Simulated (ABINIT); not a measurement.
# InP (F-43m) in ABINIT: settings compared

One crystal, InP, is run at these levels: LDA, PBE, LDA-PZ; tasks: band structure.

Program: ABINIT 10.8.3 (patched build). These are calculated values, not measurements. Logs are shortened: lines on timing, memory, paths and dates and some standing lists are left out, and cuts for length are marked. The log counts tension as positive stress, the text compression.

**Experimental background.**

A printed reference work, data compilation reports, for a bulk crystal of InP at 1.6 K: band gap 1.4236 eV (direct).

The results are compared with them further down.

## (1) Starting point

The structure is cubic, space group F-43m (No. 216). The conventional cell has a = 5.861 Å, b = 5.861 Å, c = 5.861 Å, α = 90.00°, β = 90.00°, γ = 90.00°. Around In (site symmetry -43m) lie 4 P at 2.54 Å. P (site symmetry -43m) is surrounded by 4 In at 2.54 Å.

## (2) Band structure, LDA

run.abi reads:

```
ndtset 2

pp_dirpath "./"
pseudos "In.hgh, P.hgh"

acell 3*1.0 Angstrom
rprim
     0.0000000000     2.9305000000     2.9305000000
     2.9305000000     0.0000000000     2.9305000000
     2.9305000000     2.9305000000     0.0000000000
ntypat 2
znucl 49 15
natom 2
typat 1 2
xred
     0.0000000000     0.0000000000     0.0000000000
     0.7500000000     0.7500000000     0.7500000000

ecut 24.0

ixc 7

occopt 3
tsmear 0.00183747

nstep 100

iomode 3
prtwf 0
prteig 0
prtebands 0
enunit 2
prtden1 1

kptopt1 1
ngkpt1 8 8 8
nshiftk1 1
shiftk1 0.0 0.0 0.0
nband1 8
tolvrs1 1.0e-10

iscf2 -2
getden2 1
nband2 12
nbdbuf2 2
tolwfr2 1.0e-12
kptopt2 -9
ndivsm2 6
prteig2 1
kptbounds2
     0.0000000000     0.0000000000     0.0000000000
     0.5000000000     0.0000000000     0.5000000000
     0.5000000000     0.2500000000     0.7500000000
     0.3750000000     0.3750000000     0.7500000000
     0.0000000000     0.0000000000     0.0000000000
     0.5000000000     0.5000000000     0.5000000000
     0.6250000000     0.2500000000     0.6250000000
     0.5000000000     0.2500000000     0.7500000000
     0.5000000000     0.5000000000     0.5000000000
     0.3750000000     0.3750000000     0.7500000000
```

Potentials or basis: HGH LDA.

Started as:

```bash
> abinit run.abi > log 2>&1
```

run.abo:

```text
.Version 10.8.3 of ABINIT
 DATASET    1 : space group F-4 3 m (#216); Bravais cF (face-center cubic)
================================================================================
 Values of the parameters that define the memory need for DATASET  1.
     intxc =       0    ionmov =       0      iscf =       7    lmnmax =       6
     lnmax =       6     mgfft =      36  mpssoang =       3    mqgrid =    3001
     natom =       2  nloc_mem =       1    nspden =       1   nspinor =       1
    nsppol =       1      nsym =      24    n1xccc =       0    ntypat =       2
    occopt =       3   xclevel =       1
       mpw =        1924          nfft =       46656          nkpt =          29
================================================================================
================================================================================

 DATASET    2 : space group F-4 3 m (#216); Bravais cF (face-center cubic)
================================================================================
 Values of the parameters that define the memory need for DATASET  2.
     intxc =       0    ionmov =       0      iscf =      -2    lmnmax =       6
     lnmax =       6     mgfft =      36  mpssoang =       3    mqgrid =    3001
     natom =       2  nloc_mem =       1    nspden =       1   nspinor =       1
    nsppol =       1      nsym =      24    n1xccc =       0    ntypat =       2
    occopt =       3   xclevel =       1
       mpw =        1932          nfft =       46656          nkpt =         103
================================================================================
================================================================================

--------------------------------------------------------------------------------
------------- Echo of variables that govern the present computation ------------
--------------------------------------------------------------------------------
 -outvars: echo values of preprocessed input variables --------
            acell      1.8897261259E+00  1.8897261259E+00  1.8897261259E+00 Bohr
              amu      1.14820000E+02  3.09737620E+01
             ecut      2.40000000E+01 Hartree
           enunit           2
           getden1          0
           getden2          1
             iscf1          7
             iscf2         -2
                       outvar_i_n : Printing only first  50 k-points.
              ixc           7
           jdtset        1    2
                       outvar_i_n : Printing only first  50 k-points.
           kptopt1          1
           kptopt2         -9
         kptrlatt        8    0    0      0    8    0      0    0    8
          kptrlen1     6.26535348E+01
          kptrlen2     3.00000000E+01
            natom           2
            nband1          8
            nband2         12
           nbdbuf1          0
           nbdbuf2          2
           ndtset           2
           ndivsm1          0
           ndivsm2          6
            ngfft          36      36      36
             nkpt1         29
             nkpt2        103
            nstep         100
             nsym          24
           ntypat           2
           occopt           3
        prtebands           0
           prteig1          0
           prteig2          1
            prtwf           0
            rprim      0.0000000000E+00  2.9305000000E+00  2.9305000000E+00
                       2.9305000000E+00  0.0000000000E+00  2.9305000000E+00
                       2.9305000000E+00  2.9305000000E+00  0.0000000000E+00
           shiftk1     0.00000000E+00  0.00000000E+00  0.00000000E+00
           shiftk2     5.00000000E-01  5.00000000E-01  5.00000000E-01
          spgroup         216
           tolvrs1     1.00000000E-10
           tolvrs2     0.00000000E+00
           tolwfr1     0.00000000E+00
           tolwfr2     1.00000000E-12
           tsmear      1.83747000E-03 Hartree
            typat      1  2
                       outvars : Printing only first  50 k-points.
           xangst      0.0000000000E+00  0.0000000000E+00  0.0000000000E+00
                       4.3957500000E+00  4.3957500000E+00  4.3957500000E+00
            xcart      0.0000000000E+00  0.0000000000E+00  0.0000000000E+00
                       8.3067636180E+00  8.3067636180E+00  8.3067636180E+00
             xred      0.0000000000E+00  0.0000000000E+00  0.0000000000E+00
                       7.5000000000E-01  7.5000000000E-01  7.5000000000E-01
            znucl       49.00000   15.00000

[... 218 lines left out ...]
  2.4839E-01  2.4839E-01  4.1097E-01  4.3559E-01  4.4186E-01  5.1527E-01
 Non-SCF case, kpt    3 (  0.05882  0.00000  0.05882), residuals and eigenvalues=
  7.02E-13  5.78E-13  3.95E-13  3.85E-13  9.20E-13  6.85E-13  7.99E-13  3.64E-13
  5.41E-13  6.93E-13  5.41E-12  2.12E-05
 -3.2288E-01  7.2720E-02  8.9995E-02  8.9995E-02  1.4566E-01  2.4016E-01
[... 487 lines left out ...]
  7.32E-13  2.26E-13  3.23E-13  2.61E-13  3.11E-13  8.76E-13  2.76E-13  4.85E-13
  9.67E-13  9.49E-13  4.23E-08  1.11E-06
 -2.5089E-01 -1.0848E-01 -2.4407E-02  3.2063E-02  1.8805E-01  2.7925E-01
  3.4772E-01  3.5358E-01  4.0363E-01  4.5384E-01  5.7107E-01  5.9440E-01
 Non-SCF case, kpt  102 (  0.38750  0.38750  0.72500), residuals and eigenvalues=
  5.96E-13  6.47E-13  1.68E-13  5.24E-13  2.11E-13  8.77E-13  2.46E-13  2.27E-13
  8.88E-13  9.70E-13  1.08E-07  1.28E-05
 -2.4835E-01 -1.0981E-01 -2.6807E-02  2.8398E-02  1.8422E-01  2.7138E-01
  3.6190E-01  3.6697E-01  3.9645E-01  4.5483E-01  5.7857E-01  6.1712E-01
 Non-SCF case, kpt  103 (  0.37500  0.37500  0.75000), residuals and eigenvalues=
  3.04E-13  8.76E-13  4.38E-13  1.75E-13  7.57E-13  8.46E-13  1.62E-13  4.90E-13
  6.10E-13  8.62E-13  6.50E-07  3.83E-04
 -2.4686E-01 -1.1125E-01 -2.5766E-02  2.5417E-02  1.8101E-01  2.6023E-01
  3.7397E-01  3.7738E-01  3.9653E-01  4.6037E-01  5.7563E-01  6.3032E-01

--- !ResultsGS
iteration_state: {dtset: 2, }
comment   : Summary of ground state results
lattice_vectors:
- [  0.0000000,   5.5378424,   5.5378424, ]
- [  5.5378424,   0.0000000,   5.5378424, ]
- [  5.5378424,   5.5378424,   0.0000000, ]
lattice_lengths: [   7.83169,    7.83169,    7.83169, ]
lattice_angles: [ 60.000,  60.000,  60.000, ] # degrees, (23, 13, 12)
lattice_volume:   3.3966576E+02
convergence: {deltae:  0.000E+00, res2:  0.000E+00, residm:  9.984E-13, diffor:  0.000E+00, }
etotal    :  -8.70554798E+00
entropy   :   0.00000000E+00
fermie    :   1.10458541E-01
cartesian_stress_tensor: null
pressure_GPa: null
xred      :
- [  0.0000E+00,   0.0000E+00,   0.0000E+00, In]
- [  7.5000E-01,   7.5000E-01,   7.5000E-01,  P]
cartesian_forces: null
force_length_stats: {min: null, max: null, mean: null, }
...

 Integrated electronic density in atomic spheres:
 ------------------------------------------------
 Atom  Sphere_radius  Integrated_density
    1        2.00000          0.66464879
    2        2.00000          2.72658589
================================================================================

 ----iterations are completed or convergence reached----

 Mean square residual over all n,k,spin=   49.365E-14; max=  99.844E-14
 reduced coordinates (array xred) for    2 atoms
       0.000000000000      0.000000000000      0.000000000000
       0.750000000000      0.750000000000      0.750000000000

 cartesian coordinates (angstrom) at end:
    1      0.00000000000000     0.00000000000000     0.00000000000000
    2      4.39575000000000     4.39575000000000     4.39575000000000
 length scales=  1.889726125908  1.889726125908  1.889726125908 bohr
              =  1.000000000000  1.000000000000  1.000000000000 angstroms
 Eigenvalues (hartree) for nkpt= 103  k points:
 kpt#   1, nband= 12, wtk=  1.00000, kpt=  0.0000  0.0000  0.0000 (reduced coord)
  -0.32458    0.09480    0.09480    0.09480    0.12378    0.24666    0.24666    0.24666
   0.40820    0.44146    0.44146    0.51423
 kpt#   2, nband= 12, wtk=  1.00000, kpt=  0.0294  0.0000  0.0294 (reduced coord)
  -0.32415    0.08709    0.09355    0.09355    0.13145    0.24495    0.24839    0.24839
   0.41097    0.43559    0.44186    0.51527
 kpt#   3, nband= 12, wtk=  1.00000, kpt=  0.0588  0.0000  0.0588 (reduced coord)
  -0.32288    0.07272    0.08999    0.08999    0.14566    0.24016    0.25339    0.25339
   0.41770    0.42273    0.44305    0.51849
 kpt#   4, nband= 12, wtk=  1.00000, kpt=  0.0882  0.0000  0.0882 (reduced coord)
  -0.32076    0.05701    0.08459    0.08459    0.16088    0.23316    0.26118    0.26118
   0.40352    0.43202    0.44503    0.52356
 kpt#   5, nband= 12, wtk=  1.00000, kpt=  0.1176  0.0000  0.1176 (reduced coord)
  -0.31783    0.04099    0.07792    0.07792    0.17574    0.22487    0.27121    0.27121
   0.38614    0.44780    0.44784    0.53069
 kpt#   6, nband= 12, wtk=  1.00000, kpt=  0.1471  0.0000  0.1471 (reduced coord)
  -0.31408    0.02495    0.07050    0.07050    0.18934    0.21610    0.28294    0.28294
[... 277 lines left out ...]
 kpt#  99, nband= 12, wtk=  1.00000, kpt=  0.4250  0.4250  0.6500 (reduced coord)
  -0.25731   -0.10855   -0.00875    0.04085    0.19480    0.27226    0.32396    0.34436
   0.42306    0.46064    0.52826    0.56657
 kpt# 100, nband= 12, wtk=  1.00000, kpt=  0.4125  0.4125  0.6750 (reduced coord)
  -0.25400   -0.10800   -0.01828    0.03627    0.19195    0.27966    0.33881    0.34125
   0.41283    0.45612    0.55164    0.57877
 kpt# 101, nband= 12, wtk=  1.00000, kpt=  0.4000  0.4000  0.7000 (reduced coord)
  -0.25089   -0.10848   -0.02441    0.03206    0.18805    0.27925    0.34772    0.35358
   0.40363    0.45384    0.57107    0.59440
 kpt# 102, nband= 12, wtk=  1.00000, kpt=  0.3875  0.3875  0.7250 (reduced coord)
  -0.24835   -0.10981   -0.02681    0.02840    0.18422    0.27138    0.36190    0.36697
   0.39645    0.45483    0.57857    0.61712
 kpt# 103, nband= 12, wtk=  1.00000, kpt=  0.3750  0.3750  0.7500 (reduced coord)
  -0.24686   -0.11125   -0.02577    0.02542    0.18101    0.26023    0.37397    0.37738
   0.39653    0.46037    0.57563    0.63032
 Eigenvalues (   eV  ) for nkpt= 103  k points:
 kpt#   1, nband= 12, wtk=  1.00000, kpt=  0.0000  0.0000  0.0000 (reduced coord)
  -8.83220    2.57969    2.57969    2.57969    3.36818    6.71194    6.71194    6.71194
  11.10761   12.01272   12.01272   13.99292
 kpt#   2, nband= 12, wtk=  1.00000, kpt=  0.0294  0.0000  0.0294 (reduced coord)
  -8.82062    2.36991    2.54572    2.54572    3.57696    6.66530    6.75897    6.75897
  11.18300   11.85300   12.02356   14.02127
 kpt#   3, nband= 12, wtk=  1.00000, kpt=  0.0588  0.0000  0.0588 (reduced coord)
  -8.78596    1.97881    2.44888    2.44888    3.96350    6.53514    6.89499    6.89499
  11.36632   11.50307   12.05602   14.10891
 kpt#   4, nband= 12, wtk=  1.00000, kpt=  0.0882  0.0000  0.0882 (reduced coord)
  -8.72845    1.55128    2.30191    2.30191    4.37775    6.34457    7.10710    7.10710
  10.98041   11.75586   12.10991   14.24667
 kpt#   5, nband= 12, wtk=  1.00000, kpt=  0.1176  0.0000  0.1176 (reduced coord)
  -8.64849    1.11544    2.12034    2.12034    4.78225    6.11900    7.37999    7.37999
  10.50737   12.18516   12.18622   14.44081
 kpt#   6, nband= 12, wtk=  1.00000, kpt=  0.1471  0.0000  0.1471 (reduced coord)
  -8.54668    0.67895    1.91845    1.91845    5.15226    5.88027    7.69911    7.69911
[... 278 lines left out ...]
  -7.00178   -2.95377   -0.23812    1.11171    5.30079    7.40866    8.81540    9.37050
  11.51193   12.53471   14.37482   15.41721
 kpt# 100, nband= 12, wtk=  1.00000, kpt=  0.4125  0.4125  0.6750 (reduced coord)
  -6.91181   -2.93888   -0.49750    0.98707    5.22331    7.61001    9.21943    9.28581
  11.23354   12.41173   15.01080   15.74912
 kpt# 101, nband= 12, wtk=  1.00000, kpt=  0.4000  0.4000  0.7000 (reduced coord)
  -6.82699   -2.95179   -0.66415    0.87247    5.11704    7.59875    9.46199    9.62145
  10.98332   12.34949   15.53948   16.17453
 kpt# 102, nband= 12, wtk=  1.00000, kpt=  0.3875  0.3875  0.7250 (reduced coord)
  -6.75803   -2.98814   -0.72944    0.77276    5.01292    7.38469    9.84791    9.98583
  10.78804   12.37668   15.74379   16.79258
 kpt# 103, nband= 12, wtk=  1.00000, kpt=  0.3750  0.3750  0.7500 (reduced coord)
  -6.71731   -3.02726   -0.70113    0.69162    4.92559    7.08122   10.17637   10.26916
  10.79020   12.52734   15.66383   17.15180

== END DATASET(S) ==============================================================
================================================================================

 -outvars: echo values of variables after computation  --------
            acell      1.8897261259E+00  1.8897261259E+00  1.8897261259E+00 Bohr
           etotal1    -8.7055479803E+00
            fcart1    -0.0000000000E+00 -0.0000000000E+00 -0.0000000000E+00
                      -0.0000000000E+00 -0.0000000000E+00 -0.0000000000E+00
            rprim      0.0000000000E+00  2.9305000000E+00  2.9305000000E+00
                       2.9305000000E+00  0.0000000000E+00  2.9305000000E+00
                       2.9305000000E+00  2.9305000000E+00  0.0000000000E+00
           strten1     1.5154749017E-04  1.5154749017E-04  1.5154749017E-04
                       0.0000000000E+00  0.0000000000E+00  0.0000000000E+00
           xangst      0.0000000000E+00  0.0000000000E+00  0.0000000000E+00
                       4.3957500000E+00  4.3957500000E+00  4.3957500000E+00
             xred      0.0000000000E+00  0.0000000000E+00  0.0000000000E+00
                       7.5000000000E-01  7.5000000000E-01  7.5000000000E-01
 Calculation completed.
```

Wall time 35 s (1 thread of Arm Neoverse V2, shared host); peak memory 0.12 GiB.

What came out:

| Quantity | Value |
| --- | --- |
| Free energy | -236.8900 eV |
| Pressure | -4.5 GPa |
| Band gap on the k mesh | 0.79 eV, direct |
| Band gap along the path | 0.79 eV, direct |
| Valence electrons inside the program's atomic spheres | In 0.66; P 2.73 |

Levels at the corners of the path, in eV from the valence-band top:
| point | band 1 | band 2 | band 3 | band 4 | band 5 | band 6 | band 7 | band 8 |
| --- | --- | --- | --- | --- | --- | --- | --- | --- |
| Γ | -11.41 | 0.00 | 0.00 | 0.00 | 0.79 | 4.13 | 4.13 | 4.13 |
| X | -9.27 | -5.77 | -2.26 | -2.26 | 1.72 | 2.26 | 9.37 | 9.64 |
| W | -9.22 | -5.59 | -2.95 | -2.86 | 4.34 | 4.55 | 5.62 | 6.17 |
| K | -9.30 | -5.61 | -3.28 | -1.89 | 2.35 | 4.50 | 7.60 | 7.69 |
| Γ | -11.41 | 0.00 | 0.00 | 0.00 | 0.79 | 4.13 | 4.13 | 4.13 |
| L | -9.90 | -5.72 | -0.93 | -0.93 | 1.52 | 4.84 | 4.84 | 7.22 |
| U | -9.30 | -5.61 | -3.28 | -1.89 | 2.35 | 4.50 | 7.60 | 7.69 |
| W | -9.22 | -5.59 | -2.95 | -2.86 | 4.34 | 4.55 | 5.62 | 6.17 |
| L | -9.90 | -5.72 | -0.93 | -0.93 | 1.52 | 4.84 | 4.84 | 7.22 |
| K | -9.30 | -5.61 | -3.28 | -1.89 | 2.35 | 4.50 | 7.60 | 7.69 |

Caveat: spin-orbit coupling is left out, which moves the levels of the heavy elements; HGH potentials are hard and often keep d shells in the core, so these values are rough.

[end of part 1 of 2]
